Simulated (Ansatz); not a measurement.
# ZnSe (Stilleite) under changes of volume

One of the cells (22.757 Å³/atom); the others are scaled copies at fixed shape and fractional positions:

```
Se Zn
1.0
     0.00000    2.83380    2.83380
     2.83380    0.00000    2.83380
     2.83380    2.83380    0.00000
Se Zn
1 1
Direct
  0.75000 0.75000 0.75000
  0.00000 0.00000 0.00000
```

- Program: Ansatz 0.2.0
- Functional: BLYP
- Dispersion: D3(BJ)
- Potentials or basis: Ansatz PAW
- Cutoff: 420 eV (not typed: the program's choice for these potentials)
- k mesh: 8 × 8 × 8
- Occupations: fermi-dirac, width 0.05 eV
- Spin: no spin polarisation

| volume (Å³/atom) | energy over the lowest point (meV/atom) | pressure (GPa) | gap on the mesh (eV) |
| --- | --- | --- | --- |
| 21.391 | 14.53 | 4.0 | 1.50 |
| 21.846 | 5.46 | 2.4 | 1.41 |
| 22.301 | 0.78 | 0.9 | 1.32 |
| 22.757 | 0.00 | -0.4 | 1.23 |
| 23.212 | 2.74 | -1.5 | 1.15 |
| 23.667 | 8.60 | -2.6 | 1.07 |
| 24.122 | ? | ? | ? |

Q: What does the run at 24.122 Å³/atom give?

A: Energy over the lowest point 17.25 meV/atom; pressure -3.5 GPa; gap on the mesh 0.99 eV.

Worked out: A Birch-Murnaghan fit of order 3 (a polynomial in V^(-2/3)) to the other rows has its minimum at 22.62 Å³/atom with B0 = V·E''(V) = 63 GPa and B' = 4.6. It gives 17.26 meV/atom at 24.122 Å³/atom, against the run's 17.25, and -dE/dV = -3.5 GPa, against -3.5. A straight line through the other rows of the gap, of slope -4.27 eV per unit of ln V (its deformation potential), extrapolates to 0.99 eV, against the run's 0.99.

Energies are extrapolated to zero smearing.

Caveats: the PAW data sets come from PBE, with cores solved anew for the run's functional, which leaves a small shift of forces and pressure.

Spin-orbit coupling on Se is left out.
